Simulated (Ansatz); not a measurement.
**NbH2: response to strain**

NbH2 is deformed so: equal xy, yz and zx engineering shear strains of -1 %. What stress and forces result, by LAPW, PAW and all-electron datasets made for the crystal?

Computed with Ansatz 0.2.0 (DFT LDA, scalar-relativistic, unless a step's input says otherwise).

## Step 1: The starting structure

It takes space group Fm-3m (No. 225, cubic). The conventional cell has a = 4.563 Å, b = 4.563 Å, c = 4.563 Å, α = 90.00°, β = 90.00°, γ = 90.00°. Around Nb (site symmetry m-3m) lie 8 H at 1.98 Å. Around H (site symmetry -43m) lie 4 Nb at 1.98 Å.

As a file:

```
Nb H
1.0
     0.00000    2.28150    2.28150
     2.28150    0.00000    2.28150
     2.28150    2.28150    0.00000
Nb H
1 2
Direct
  0.00000 0.00000 0.00000
  0.25000 0.25000 0.25000
  0.75000 0.75000 0.75000
```

Atoms are numbered in the order of the input: Nb1, H2, H3.

## Step 2: The deformed structure

Space group Fm-3m before, R-3m after.

## Step 3: All-electron LAPW

Contents of input.yaml:

```yaml
crystal:
  lattice:
    - [-0.022815, 2.2700925, 2.2700925]
    - [2.2700925, -0.022815, 2.2700925]
    - [2.2700925, 2.2700925, -0.022815]
  atoms:
    - { symbol: Nb, position: [0.0, 0.0, 0.0] }
    - { symbol: H, position: [0.25, 0.25, 0.25] }
    - { symbol: H, position: [0.75, 0.75, 0.75] }
kpoints:
  mp_grid: { grid: [15, 15, 15] }
  band_path:
    path:
      - [0.0, 0.0, 0.0]
      - [0.5, 0.5, 0.5]
      - [0.2525443832, 0.5, 0.7474556168]
      - [-0.2525443832, 0.2525443832, 0.5]
      - [0.0, 0.0, 0.5]
      - [0.0, 0.0, 0.0]
      - [-0.3762721916, 0.0, 0.3762721916]
      - [0.0, 0.3762721916, 0.6237278084]
      - [0.0, 0.5, 0.5]
    npoints: 5
scf:
  occupations: { method: fermi_dirac, width: 0.03 }
hamiltonian:
  xc: lda
  pseudopotentials: { kind: all_electron, lapw: { basis_error: 0.001 } }
output:
  forces: true
  stress: true
  eigenvalues: true
```

Launch:

```console
$ ansatz run input.yaml --threads 1 --pin off --max-ram 4096MiB --backend cpu --events-out ev --progress --plain --runs-dir out
```

## Step 4: Frozen-core PAW

Contents of input.yaml:

```yaml
crystal:
  lattice:
    - [-0.022815, 2.2700925, 2.2700925]
    - [2.2700925, -0.022815, 2.2700925]
    - [2.2700925, 2.2700925, -0.022815]
  atoms:
    - { symbol: Nb, position: [0.0, 0.0, 0.0] }
    - { symbol: H, position: [0.25, 0.25, 0.25] }
    - { symbol: H, position: [0.75, 0.75, 0.75] }
kpoints:
  mp_grid: { grid: [15, 15, 15] }
scf:
  occupations: { method: fermi_dirac, width: 0.03 }
hamiltonian:
  xc: lda
  pseudopotentials: { kind: paw }
output:
  forces: true
  stress: true
  eigenvalues: true
  efg: { contact_densities: true }
  write_density: true
  write_potential: true
  elf: true
  volumetric_format: npy
```

## Step 5: All-electron PAW on datasets made for the crystal

input.yaml: that of step 4 with these lines changed.

```diff
@@ -15,3 +15,3 @@
   xc: lda
-  pseudopotentials: { kind: paw }
+  pseudopotentials: { kind: all_electron, datasets: crystal }
 output:
@@ -21,5 +21 @@
   efg: { contact_densities: true }
-  write_density: true
-  write_potential: true
-  elf: true
-  volumetric_format: npy
```

(Steps that only read results are left out.)

Q: Predict the outcome of this session. Wanted: pressure; largest shear or deviatoric stress.

**Answer**, as computed:

| quantity | value |
| --- | --- |
| pressure | LAPW -8.13, PAW -8.09, crystal datasets -8.12 GPa |
| largest shear or deviatoric stress (LAPW) | 1.32 GPa |

**Reading.** The largest part of the stress beyond the pressure is 1.32 GPa in size; the atoms are carried along and not relaxed. No run of the undeformed cell stands beside it, so pressure and stress hold what the given cell had before the change, as far as its symmetry allows. PAW: stress within 0.04 GPa of LAPW, forces within 1 meV/Å. Crystal datasets: stress within 0.01 GPa of LAPW, forces within 1 meV/Å.
